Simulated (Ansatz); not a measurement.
Crystal: Fe.

```
Fe
1.0
    -1.44300    1.44300    1.44300
     1.44300   -1.44300    1.44300
     1.44300    1.44300   -1.44300
Fe
1
Direct
  0.00000 0.00000 0.00000
```

- Program: Ansatz 0.2.0
- Task: single point
- Functional: PBEsol
- Potentials or basis: all-electron LAPW, scalar-relativistic
- Cutoff: 303 eV (chosen from the basis error)
- Basis error allowed: 0.001 eV/atom
- k mesh: 13 × 13 × 13
- Occupations: fermi-dirac, width 0.05 eV
- Spin: collinear spin, ferromagnetic start
- Starting moments: [3.0] μB

On this cell: pressure -18.1 GPa; net moment 2.25 μB per cell; site moments Fe +2.31 μB; band gap on the k mesh none (metal or under the smearing width).

The same run follows on a disturbed copy (cell strained at random at fixed volume):

```
CELL_PARAMETERS angstrom
-1.48153 1.43424 1.45901
1.46753 -1.43096 1.44173
1.45354 1.40297 -1.45574
ATOMIC_POSITIONS crystal
Fe 0.98721 0.99305 0.98531
```

**Question.** What changes?

**Answer.** The energy (extrapolated to zero smearing) moves by +2.9 meV/atom; pressure -17.9 GPa; net moment 2.26 μB per cell; site moments Fe +2.31 μB; band gap on the k mesh none (metal or under the smearing width).

Stress tensor (GPa, compression positive):
```
-18.99   1.33   0.58
  1.33 -16.37  -0.05
  0.58  -0.05 -18.37
```

Caveats: so large a pressure means that the cell lies far from this level's equilibrium, or that cutoff or potentials fall short (some runs).
